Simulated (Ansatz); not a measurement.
# Si (I4_1/amd): from the listed cell to zero pressure, part 2 of 2

Aim: the volume at which the pressure of Si (I4_1/amd) vanishes. Whether the element takes this structure at low temperature is a separate question.

Ansatz 0.2.0; DFT r²SCAN, scalar-relativistic, plane waves, PAW.

### 4 Next volume, run 3

Contents of input.yaml:

```yaml
crystal:
  lattice:
    - [-2.4022959947, 2.4022959947, 1.3251768036]
    - [2.4022959947, -2.4022959947, 1.3251768036]
    - [2.4022959947, 2.4022959947, -1.3251768036]
  atoms:
    - { symbol: Si, position: [0.25, 0.75, 0.5] }
    - { symbol: Si, position: [0.5, 0.5, 0.0] }
basis:
  ecutwfc: 500
  ecutrho_ratio: 4
kpoints:
  mp_grid: { grid: [18, 18, 18] }
hamiltonian:
  xc: r2scan
scf:
  occupations: { method: gaussian, width: 0.05 }
output:
  forces: true
  stress: true
  eigenvalues: true
relax:
  f_tol: 0.01
  max_steps: 40
  cell: { stress_tol: 0.1, fix: [volume] }
```

Launch:

```
$ ansatz run input.yaml --threads 1 --pin off --max-ram 2560MiB --backend cpu --events-out ev --progress --plain --runs-dir out
```

The log of the run (excerpt; [...] marks lines left out):

```text
Warning: RAYON_NUM_THREADS=1 ignored (pool sized by the plan → 1); use --threads N
[...]
Pseudopotentials: kind: paw
Pseudopotential: Si, paw, valence charge 4, recommended cutoff 500 eV (meta_gga), Si.paw.azcp
Functional definition: r2SCAN
[...]
Crystal: 2 atoms, lattice volume = 30.591 Å³
Basis set: ecut = 500 eV, 781 PW (Γ), exchange–correlation on 108×108×108 points (64 copies of the dense FFT grid, shifted against one another)
Bands: 8, of which v1, the nominal top of the filled ones, is band 4 counted from 1 (3 counted from 0)
Symmetry: 16 space group operations
Space group: I41/amd (ITA 141), of the structure as read, at distance tolerance 3.1e-5 Å
k-points: 480 of 5832
[...]
SCF iter   1: F=—  HF=-1277.237073 eV  |F-HF|=—  |Δ(HF+E_count)|=         —  Δρ=4.22e-3  dr2=3.75e-3  dr2_τ=9.36e-3  ethr=1.77e-3  ⟨swp⟩=5.3  Hψ=32183  notcnv=0
[...]
  atom   1  Si     0.00000000    -0.00000000     0.00000000
  atom   2  Si    -0.00000000    -0.00000000    -0.00000000
[...]
--- Stress (GPa, compression-positive) ---
       -0.345408       0.000000       0.000000
        0.000000      -0.345408       0.000000
        0.000000      -0.000000      -0.318862
  P = ⅓ Tr σ = -0.3366 GPa (-3.366 kbar)
--- Band table (eV; the first three rows and the last of 480) ---
  k-point 0: bands = ["-4.8091", "6.9258", "6.9258", "7.5989", "11.5472", "17.5920", "19.0158", "19.0158"]
[...]
--- Relaxed structure (3 steps of the walk, 3 accepted, 1 SCFs on fresh bases) ---
  F+E_penalty+E_count = -1277.28182521 eV   max|allowed force component| = 1.561e-17 eV/Å   (the final SCF, on the basis selected at the relaxed cell)
  cell:  # Å, volume = 30.5905 Å³
    - [-2.404045600677444, 2.404045600677444, 1.3232486425297152]
    - [2.404045600677444, -2.404045600677444, 1.3232486425297152]
    - [2.404045600677444, 2.404045600677444, -1.3232486425297152]
  atoms:
    - { symbol: Si, position: [0.25, 0.75, 0.49999999999999994] }
    - { symbol: Si, position: [0.5, 0.5, 4.183326609536145e-35] }
```

Wall time 70 s (1 thread of Arm Neoverse V1, shared host); peak memory 0.54 GiB.

How the relaxation went:

```csv
step,energy from step 1 (meV/atom),largest force component (eV/Å),pressure (GPa),volume (Å³/atom)
1,0.0,0.000,-0.31,15.295
2,0.0,0.000,-0.32,15.295
3,0.0,0.000,-0.34,15.295
4,0.0,0.000,-0.34,15.295
```

Step 1 is the start. Step 4 repeats the geometry before it on a plane-wave basis chosen anew for the final cell, which leaves the energy as it was. The run keeps the 16 symmetry operations that it found, so it can't reach a distortion that breaks them.

In short: volume 15.295 Å³/atom, pressure -0.34 GPa, metallic.

### 5 Next volume, run 4

input.yaml, as its differences from that of step 4:

```diff
@@ -2,5 +2,5 @@
   lattice:
-    - [-2.4022959947, 2.4022959947, 1.3251768036]
-    - [2.4022959947, -2.4022959947, 1.3251768036]
-    - [2.4022959947, 2.4022959947, -1.3251768036]
+    - [-2.4015288116, 2.4015288116, 1.321863337]
+    - [2.4015288116, -2.4015288116, 1.321863337]
+    - [2.4015288116, 2.4015288116, -1.321863337]
   atoms:
```

Launch:

```
$ ansatz run input.yaml --threads 1 --pin off --max-ram 2560MiB --backend cpu --events-out ev --progress --plain --runs-dir out
```

The log of the run (excerpt; [...] marks lines left out):

```text
Warning: RAYON_NUM_THREADS=1 ignored (pool sized by the plan → 1); use --threads N
[...]
[... 3 set-up lines as earlier in the session ...]
[...]
Crystal: 2 atoms, lattice volume = 30.495 Å³
Basis set: ecut = 500 eV, 781 PW (Γ), exchange–correlation on 108×108×108 points (64 copies of the dense FFT grid, shifted against one another)
Bands: 8, of which v1, the nominal top of the filled ones, is band 4 counted from 1 (3 counted from 0)
[... 2 set-up lines as earlier in the session ...]
k-points: 480 of 5832
[...]
SCF iter   1: F=—  HF=-1277.236925 eV  |F-HF|=—  |Δ(HF+E_count)|=         —  Δρ=4.23e-3  dr2=3.74e-3  dr2_τ=9.50e-3  ethr=1.77e-3  ⟨swp⟩=5.3  Hψ=32140  notcnv=0
[...]
  atom   1  Si     0.00000000    -0.00000000     0.00000000
  atom   2  Si    -0.00000000    -0.00000000     0.00000000
[...]
--- Stress (GPa, compression-positive) ---
        0.020084      -0.000000       0.000000
       -0.000000       0.020084      -0.000000
       -0.000000      -0.000000      -0.008195
  P = ⅓ Tr σ = 0.0107 GPa (0.107 kbar)
--- Band table (eV; the first three rows and the last of 480) ---
  k-point 0: bands = ["-4.7965", "6.9599", "6.9599", "7.6525", "11.5744", "17.6442", "19.0851", "19.0851"]
[...]
--- Relaxed structure (1 steps of the walk, 1 accepted, 1 SCFs on fresh bases) ---
  F+E_penalty+E_count = -1277.28192280 eV   max|allowed force component| = 6.939e-18 eV/Å   (the final SCF, on the basis selected at the relaxed cell)
  cell:  # Å, volume = 30.4945 Å³
    - [-2.4015288116, 2.4015288116, 1.321863337]
    - [2.4015288116, -2.4015288116, 1.321863337]
    - [2.4015288116, 2.4015288116, -1.321863337]
  atoms:
    - { symbol: Si, position: [0.25, 0.7499999999999999, 0.49999999999999994] }
    - { symbol: Si, position: [0.49999999999999994, 0.49999999999999994, 0.0] }
```

It took 41 s on 1 thread of Arm Neoverse V1, shared host; peak memory 0.54 GiB.

Step by step:

```csv
step,energy from step 1 (meV/atom),largest force component (eV/Å),pressure (GPa),volume (Å³/atom)
1,0.0,0.000,0.01,15.247
2,0.0,0.000,0.01,15.247
```

Step 1 is the start. Step 2 repeats the geometry before it on a plane-wave basis chosen anew for the final cell, which leaves the energy as it was. The run keeps the 16 symmetry operations that it found, so it can't reach a distortion that breaks them.

In short: volume 15.247 Å³/atom, pressure 0.01 GPa, no gap.

### 6 The runs together

```csv
run,functional,volume (Å³/atom),pressure (GPa),energy from the first of its functional (meV/atom),k mesh
1,PBE,15.410,0.00,0.0,8×8×8
2,r2SCAN,15.410,-1.12,0.0,18×18×18
3,r2SCAN,15.295,-0.34,-0.5,18×18×18
4,r2SCAN,15.247,0.01,-0.6,18×18×18
```

The functional changes along the chain: a cheaper one finds the volume first.

### 7 Results

The summary covers parts 1 to 2. Changes of volume or cell count from the first structure of part 1.

| quantity | value |
| --- | --- |
| volume | 15.247 Å³/atom |
| pressure | 0.01 GPa |
| conventional cell | a = 4.803 Å, b = 4.803 Å, c = 2.644 Å, α = 90.00°, β = 90.00°, γ = 90.00° |
| gap on the mesh | none (metal) |

What this shows: The volume went from 14.95 to 15.25 Å³/atom (+2.0 %), where 0.01 GPa is left.
